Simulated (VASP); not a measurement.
Here is a VASP 6.6.1 calculation.

Contents of INCAR:

```
PREC = Accurate
ENCUT = 600
EDIFF = 1E-7
ISMEAR = 0
SIGMA = 0.1
LREAL = F
LASPH = T
NELM = 60
ALGO = Normal
ISIF = 3
LWAVE = F
LCHARG = F
GGA = PS
IBRION = 2
NSW = 90
EDIFFG = -0.005
```

The input KPOINTS:

```
Automatic mesh
0
Gamma
  6 6 4
```

File POSCAR:

```
Rh
1.0
    2.6923490400      0.0000000000      0.0000000000
   -1.3461745200      2.3316426600      0.0000000000
    0.0000000000      0.0000000000      4.3966059800
Rh
2
Direct
    0.3333333300      0.6666666700      0.2500000000
    0.6666666700      0.3333333300      0.7500000000
```

Potentials or basis: VASP PAW PBE potentials, release 64 (Rh_pv).

The run is started by

```sh
$ cat potpaw_PBE.64/Rh_pv/POTCAR > POTCAR
$ mpirun -np 1 vasp_std > vasp.out
```

Question: Predict the relaxed cell.

Answer: a = 2.698 Å, b = 2.698 Å, c = 4.301 Å, α = 90.00°, β = 90.00°, γ = 120.00°.

Question: Predict the relaxed volume.

Answer: 13.55 Å³/atom.

Question: What does it give for the band gap on the k mesh?

Answer: None (metal or under the smearing width).

Final structure:
```cif
data_structure
_symmetry_space_group_name_H-M 'P 1'
_symmetry_Int_Tables_number 1
_cell_length_a 2.6977
_cell_length_b 2.6977
_cell_length_c 4.3014
_cell_angle_alpha 90.000
_cell_angle_beta 90.000
_cell_angle_gamma 120.000
_cell_volume 27.11
loop_
_atom_site_label
_atom_site_type_symbol
_atom_site_fract_x
_atom_site_fract_y
_atom_site_fract_z
_atom_site_occupancy
Rh1 Rh 0.33333 0.66667 0.25000 1
Rh2 Rh 0.66667 0.33333 0.75000 1
```

Caveat: the k mesh is coarse (spacing up to 0.45 Å⁻¹), so the values aren't converged; the PAW data sets were made with another functional, which shifts forces and pressure a little.
